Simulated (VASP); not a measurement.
# Ti (Im-3m) in VASP: settings compared

Aim: see how the results for Ti move with the level of theory and the settings. Levels: PBEsol, LDA, PBE. Tasks: relaxation of cell and atoms.

Everything below comes from runs of VASP 6.6.1. Logs are shortened: lines on timing, memory, paths and dates and some standing lists are left out, and cuts for length are marked.

## 1. Starting point

Symmetry: Im-3m, No. 229, cubic system. Conventional cell: a = 3.307 Å, b = 3.307 Å, c = 3.307 Å, α = 90.00°, β = 90.00°, γ = 90.00°. Ti (site symmetry m-3m) is surrounded by 8 Ti at 2.86 Å.

This isn't the form of Ti at room conditions, which is hcp.

## 2. Relaxation of cell and atoms, PBEsol

The input, INCAR:

```
  PREC = Accurate
  ENCUT = 600
  EDIFF = 1E-7
  ISMEAR = 0
  SIGMA = 0.1
  LREAL = False
  LASPH = True
  NELM = 80
  ALGO = Normal
  ISIF = 3
  LWAVE = False
  LCHARG = False
  GGA = PS
  IBRION = 2
  NSW = 90
  EDIFFG = -0.005
```

The input, KPOINTS:

```
Automatic mesh
0
Gamma
  18 18 18
```

The input, POSCAR:

```
Ti
1.0
   -1.6532500000      1.6532500000      1.6532500000
    1.6532500000     -1.6532500000      1.6532500000
    1.6532500000      1.6532500000     -1.6532500000
Ti
1
Direct
    0.0000000000      0.0000000000      0.0000000000
```

Potentials or basis: VASP PAW PBE potentials, release 64 (Ti_sv).

Run with:

```
> cat potpaw_PBE.64/Ti_sv/POTCAR > POTCAR
> mpirun -np 1 vasp_std > vasp.out
```

OUTCAR:

```text
PREC = Accurate
   ENCUT = 600
   EDIFF = 1E-7
   ISMEAR = 0
   LREAL = False
   LASPH = True
   NELM = 80
   ISIF = 3
   GGA = PS
   IBRION = 2
   NSW = 90
   EDIFFG = -0.005

 ion  position               nearest neighbor table
   1  0.000  0.000  0.000-

  LATTYP: Found a body centered cubic cell.
 ALAT       =     3.3065000000

  Lattice vectors:

 A1 = (  -1.6532500000,   1.6532500000,   1.6532500000)
 A2 = (   1.6532500000,  -1.6532500000,   1.6532500000)
 A3 = (   1.6532500000,   1.6532500000,  -1.6532500000)

Analysis of symmetry for initial positions (statically):
=====================================================================
 Subroutine PRICEL returns:
 Original cell was already a primitive cell.

 Routine SETGRP: Setting up the symmetry group for a
 body centered cubic supercell.

 Subroutine GETGRP returns: Found 48 space group operations
 (whereof 48 operations were pure point group operations)
 out of a pool of 48 trial point group operations.

The static configuration has the point symmetry O_h .

Analysis of symmetry for dynamics (positions and initial velocities):
=====================================================================
 Subroutine PRICEL returns:
 Original cell was already a primitive cell.

 Routine SETGRP: Setting up the symmetry group for a
 body centered cubic supercell.

 Subroutine GETGRP returns: Found 48 space group operations
 (whereof 48 operations were pure point group operations)
 out of a pool of 48 trial point group operations.

The dynamic configuration has the point symmetry O_h .

 Subroutine INISYM returns: Found 48 space group operations
 (whereof 48 operations are pure point group operations),
 and found     1 'primitive' translations

----------------------------------------------------------------------------------------

                                     Primitive cell

  volume of cell :      18.0749

  direct lattice vectors                    reciprocal lattice vectors
    -1.653250000  1.653250000  1.653250000     0.000000000  0.302434599  0.302434599
     1.653250000 -1.653250000  1.653250000     0.302434599  0.000000000  0.302434599
     1.653250000  1.653250000 -1.653250000     0.302434599  0.302434599  0.000000000

  length of vectors
     2.863512998  2.863512998  2.863512998     0.427707111  0.427707111  0.427707111

  position of ions in fractional coordinates (direct lattice)
     0.000000000  0.000000000  0.000000000
[... 95 lines left out ...]
     AMIX     =   0.40;   BMIX     =  1.00
     AMIX_MAG =   1.60;   BMIX_MAG =  1.00
  volume/ion in A,a.u.               =      18.07       121.98
  Fermi-wavevector in a.u.,A,eV,Ry     =   1.428160  2.698830 27.750982  2.039640
  Thomas-Fermi vector in A             =   2.548251
   LORBIT       =      0    0 simple, 1 ext, 2 COOP (PROOUT), +10 PAW based schemes
   GGA     = PS    functional components
   LHFCALC =     F    Hartree Fock is set to
   AEXX    =    0.0000 exact exchange contribution
   IVDW    =     0    specifies the selected vdW correction
   LEPSILON=     F    determine dielectric tensor
   LRPA    =     F    only Hartree local field effects (RPA)
 conjugate gradient relaxation of ions
 non-spin polarized calculation
 Gauss-broadening in eV      SIGMA  =   0.10
  energy-cutoff  :      600.00
  volume of cell :       18.07
 maximum number of plane-waves:       619
   NGX = 11   NGY = 11   NGZ = 11

--------------------------------------- Ionic step        1  -------------------------------------------

 number of electron      12.0000003 magnetization

 Free energy of the ion-electron system (eV)
  ---------------------------------------------------
  ext. energy  EPLUGINS =         0.00000000
  ---------------------------------------------------
  free energy    TOTEN  =        -8.19519484 eV

  energy without entropy =       -8.18362569  energy(sigma->0) =       -8.18941027

------------------------ aborting loop because EDIFF is reached ----------------------------------------

  FORCE on cell =-STRESS in cart. coord.  units (eV):
  Direction    XX          YY          ZZ          XY          YZ          ZX
  --------------------------------------------------------------------------------------
  -------------------------------------------------------------------------------------
  Total       -0.9944442     -0.9944442     -0.9944442      0.0000000      0.0000000     -0.0000000
  in kB      -88.1486029    -88.1486029    -88.1486029      0.0000000      0.0000000     -0.0000000
  external PRESSURE =     -88.1486029 kB  Pullay stress =       0.0000000 kB
[... 57 lines left out ...]
--------------------------------------- Ionic step        3  -------------------------------------------

 number of electron      12.0000001 magnetization

 Free energy of the ion-electron system (eV)
  ---------------------------------------------------
  ext. energy  EPLUGINS =         0.00000000
  ---------------------------------------------------
  free energy    TOTEN  =        -8.24161263 eV

  energy without entropy =       -8.23061045  energy(sigma->0) =       -8.23611154

 E-fermi :   8.4952     XC(G=0): -11.8785

 val. band max:        8.4879162585   @ k =   0.3333   0.2222   0.0000
 cond. band min:       8.4990362381   @ k =  -0.4444   0.5000   0.1111
 fundamental gap:      0.0111199796
 Fermi energy:         8.4951758971

 k-point     1 :       0.0000    0.0000    0.0000
  band No.  band energies     occupation
      1     -47.7024      2.00000
      2     -23.5875      2.00000
      3     -23.5875      2.00000
      4     -23.5875      2.00000
      5       2.4384      2.00000
      6       9.5247      0.00000
      7       9.5247      0.00000
      8       9.5247      0.00000
      9      11.4124      0.00000
     10      11.4124      0.00000
[... 287 lines left out ...]
 k-point    24 :       0.3889    0.1111    0.0000
  band No.  band energies     occupation
      1     -47.5375      2.00000
      2     -24.3401      2.00000
      3     -23.8598      2.00000
      4     -23.6275      2.00000
      5       6.1553      2.00000
      6       8.0923      2.00000
      7       9.1285      0.00000
      8      11.3328      0.00000
      9      11.9234      0.00000
     10      13.4169      0.00000

 [... further k-points ...]

------------------------ aborting loop because EDIFF is reached ----------------------------------------

  FORCE on cell =-STRESS in cart. coord.  units (eV):
  Direction    XX          YY          ZZ          XY          YZ          ZX
  --------------------------------------------------------------------------------------
  -------------------------------------------------------------------------------------
  Total       -0.0017203     -0.0017203     -0.0017203     -0.0000000      0.0000000     -0.0000000
  in kB       -0.1670426     -0.1670426     -0.1670426     -0.0000000      0.0000000     -0.0000000
  external PRESSURE =      -0.1670426 kB  Pullay stress =       0.0000000 kB
[... 16 lines left out ...]
  FREE ENERGIE OF THE ION-ELECTRON SYSTEM (eV)
  ---------------------------------------------------
  free  energy   TOTEN  =        -8.2416126269 eV

  energy  without entropy=       -8.2306104473  energy(sigma->0) =       -8.23611154

 reached required accuracy - stopping structural energy minimisation
```

It took 33 s on 1 thread of Intel Xeon 6975P-C (Granite Rapids), shared host; peak memory 0.18 GiB.

What came out:

```
Free energy                            : -8.2416 eV
Relaxed volume                         : 16.50 Å³/atom
Relaxed cell                           : a = 2.778 Å, b = 2.778 Å, c = 2.778 Å, α = 109.47°, β = 109.47°, γ = 109.47°
Space group after relaxing (to 0.05 Å) : Im-3m (No. 229)
Energy gained by relaxing              : 46.4 meV/atom
Ionic steps                            : 3
Pressure after relaxing                : 0.0 GPa
Band gap on the k mesh                 : none (metal or under the smearing width)
```

Step by step:
```tsv
step	energy change (eV)	largest force (eV/Å)	pressure (GPa)	volume (Å³)
1	0.0000	0.0000	-8.81	18.07
2	-0.0278	0.0000	6.97	15.60
3	-0.0464	0.0000	-0.02	16.50
```

Final structure:
```cif
data_structure
_symmetry_space_group_name_H-M 'P 1'
_symmetry_Int_Tables_number 1
_cell_length_a 2.7778
_cell_length_b 2.7778
_cell_length_c 2.7778
_cell_angle_alpha 109.471
_cell_angle_beta 109.471
_cell_angle_gamma 109.471
_cell_volume 16.50
loop_
_atom_site_label
_atom_site_type_symbol
_atom_site_fract_x
_atom_site_fract_y
_atom_site_fract_z
_atom_site_occupancy
Ti1 Ti 0.00000 0.00000 0.00000 1
```

Levels at points of the mesh, in eV from the Fermi level:
```
           k point  band 3  band 4  band 5  band 6  band 7  band 8  band 9  band 10
(0.00, 0.00, 0.00)  -32.08  -32.08   -6.06    1.03    1.03    1.03    2.92     2.92
(0.50, 0.00, 0.00)  -32.33  -32.09   -2.59   -0.46    1.32    2.91    3.29     4.58
(0.50, 0.50, 0.50)  -32.63  -32.63   -2.28   -2.28    4.20    4.20    4.20     8.78
```

Caveat: the PAW data sets were made with another functional, which shifts forces and pressure a little.

## 3. Relaxation of cell and atoms, LDA

INCAR, as its differences from that of step 2:

```diff
@@ -12,3 +12,3 @@
   LCHARG = False
-  GGA = PS
+  GGA = CA
   IBRION = 2
```

KPOINTS is that of step 2.

POSCAR is that of step 2.

Potentials or basis: VASP PAW LDA potentials, release 64 (Ti_sv).

Run with:

```
> cat potpaw_LDA.64/Ti_sv/POTCAR > POTCAR
> mpirun -np 1 vasp_std > vasp.out
```

It took 52 s on 1 thread of Intel Xeon 6975P-C (Granite Rapids), shared host; peak memory 0.17 GiB.

It converged, with:

```
Free energy                            : -8.4668 eV
Relaxed volume                         : 15.83 Å³/atom
Relaxed cell                           : a = 2.740 Å, b = 2.740 Å, c = 2.740 Å, α = 109.47°, β = 109.47°, γ = 109.47°
Space group after relaxing (to 0.05 Å) : Im-3m (No. 229)
Energy gained by relaxing              : 97.5 meV/atom
Ionic steps                            : 6
Pressure after relaxing                : 0.0 GPa
Band gap on the k mesh                 : none (metal or under the smearing width)
```

The path:
| step | energy change (eV) | largest force (eV/Å) | pressure (GPa) | volume (Å³) |
| --- | --- | --- | --- | --- |
| 1 | 0.0000 | 0.0000 | -12.63 | 18.07 |
| 2 | -0.0580 | 0.0000 | 10.85 | 14.60 |
| 3 | -0.0975 | 0.0000 | -0.07 | 15.84 |
| 4 | -0.0975 | 0.0000 | 0.27 | 15.79 |
| 5 | -0.0975 | 0.0000 | -0.16 | 15.85 |
| 6 | -0.0975 | 0.0000 | 0.00 | 15.83 |

Final structure:
```xyz
1
Lattice="-1.5817 1.5817 1.5817 1.5817 -1.5817 1.5817 1.5817 1.5817 -1.5817" Properties=species:S:1:pos:R:3 pbc="T T T"
Ti    0.0000    0.0000    0.0000
```

Levels at points of the mesh, in eV from the Fermi level:
| k point | band 4 | band 5 | band 6 | band 7 | band 8 | band 9 |
| --- | --- | --- | --- | --- | --- | --- |
| (0.00, 0.00, 0.00) | -31.76 | -6.05 | 1.03 | 1.03 | 1.03 | 3.02 |
| (0.50, 0.00, 0.00) | -31.77 | -2.68 | -0.53 | 1.57 | 3.02 | 3.42 |
| (0.50, 0.50, 0.50) | -32.39 | -2.43 | -2.43 | 4.38 | 4.38 | 4.38 |

Caveat: the volume moved by -12 % from the deposited cell, more than functionals usually miss.

## 4. Relaxation of cell and atoms, PBE

INCAR, as its differences from that of step 3:

```diff
@@ -12,3 +12,3 @@
   LCHARG = False
-  GGA = CA
+  GGA = PE
   IBRION = 2
```

KPOINTS is that of step 3.

POSCAR is that of step 3.

Potentials or basis: VASP PAW PBE potentials, release 64 (Ti_sv).

Run with:

```
> cat potpaw_PBE.64/Ti_sv/POTCAR > POTCAR
> mpirun -np 1 vasp_std > vasp.out
```

Wall time 32 s (1 thread of Intel Xeon 6975P-C (Granite Rapids), shared host); peak memory 0.18 GiB.

It converged, with:

```
Free energy                            : -7.7308 eV
Relaxed volume                         : 17.21 Å³/atom
Relaxed cell                           : a = 2.817 Å, b = 2.817 Å, c = 2.817 Å, α = 109.47°, β = 109.47°, γ = 109.47°
Space group after relaxing (to 0.05 Å) : Im-3m (No. 229)
Energy gained by relaxing              : 13.4 meV/atom
Ionic steps                            : 3
Pressure after relaxing                : 0.0 GPa
Band gap on the k mesh                 : none (metal or under the smearing width)
```

Step by step:
```tsv
step	energy change (eV)	largest force (eV/Å)	pressure (GPa)	volume (Å³)
1	0.0000	0.0000	-4.79	18.07
2	-0.0082	0.0000	3.36	16.70
3	-0.0134	0.0000	-0.01	17.21
```

Final structure:
```
CELL_PARAMETERS angstrom
-1.62647 1.62647 1.62647
1.62647 -1.62647 1.62647
1.62647 1.62647 -1.62647
ATOMIC_POSITIONS crystal
Ti 0.00000 0.00000 0.00000
```

Levels at points of the mesh, in eV from the Fermi level:
```csv
k point,band 3,band 4,band 5,band 6,band 7,band 8,band 9,band 10
"(0.00, 0.00, 0.00)",-32.36,-32.36,-5.97,0.99,0.99,0.99,2.77,2.77
"(0.50, 0.00, 0.00)",-32.58,-32.37,-2.47,-0.41,1.17,2.76,3.11,4.31
"(0.50, 0.50, 0.50)",-32.84,-32.84,-2.13,-2.13,3.96,3.96,3.96,8.45
```

## 5. Overview

| level | potentials or basis | gap on the mesh (eV) | pressure (GPa) | relaxed volume (Å³/atom) |
| --- | --- | --- | --- | --- |
| PBEsol | VASP PAW PBE potentials, release 64 (Ti_sv) | none | 0.0 | 16.50 |
| LDA | VASP PAW LDA potentials, release 64 (Ti_sv) | none | 0.0 | 15.83 |
| PBE | VASP PAW PBE potentials, release 64 (Ti_sv) | none | 0.0 | 17.21 |

Alike in all rows: task relaxation of cell and atoms; no spin polarisation; cell relaxed; k mesh 18 × 18 × 18; cutoff (eV) 600; smearing gaussian 0.1 eV.

Caveats: the PAW data sets were made with another functional, which shifts forces and pressure a little (some runs); the volume moved by -12 % from the deposited cell, more than functionals usually miss (some runs).

Total energies depend on the potentials used, so only differences within one code and one set of settings carry meaning.
